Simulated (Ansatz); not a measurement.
# Equation of state of Ag from a dense series

```
CELL_PARAMETERS angstrom
2.88620 0.00000 0.00000
-1.44310 2.49952 0.00000
0.00000 0.00000 10.00000
ATOMIC_POSITIONS crystal
Ag 0.33333 0.66667 0.25000
Ag 0.66667 0.33333 0.75000
Ag 0.00000 0.00000 0.00000
Ag 0.00000 0.00000 0.50000
```

Atoms are numbered in the order listed.

The geometry is COD entry 1509194, unchecked; take it as a test cell.

The calculation used DFT, PBE, all-electron LAPW, scalar-relativistic in Ansatz 0.2.0.

Settings: a Γ-centred 14×14×4 k mesh, Fermi–Dirac smearing of 0.08 eV, basis error target 0.5 meV/atom, no spin polarisation.

The cell is scaled evenly. Fractional coordinates are held (clamped ions).

```
V (Å³/atom)  P (GPa)
     16.953     6.05
     17.314     3.61
     17.675     1.48
     17.855     0.52
     18.035    -0.38
     18.216    -1.23
     18.396    -2.01
     18.757    -3.44
```

Fit a third-order Birch–Murnaghan curve to the pressures.

P = (3B0/2)(y^(7/2) − y^(5/2))[1 + (3/4)(B0′ − 4)(y − 1)] with y = (V0/V)^(2/3) fits within 0.01 GPa for V0 = 17.957 Å³/atom, B0 = 89.3 GPa and B0′ = 5.67.

Predict the pressure at the withheld volume, 19.117 Å³/atom.

There y = 0.9591, so the fit gives -4.68 GPa; the run gave -4.67 GPa.
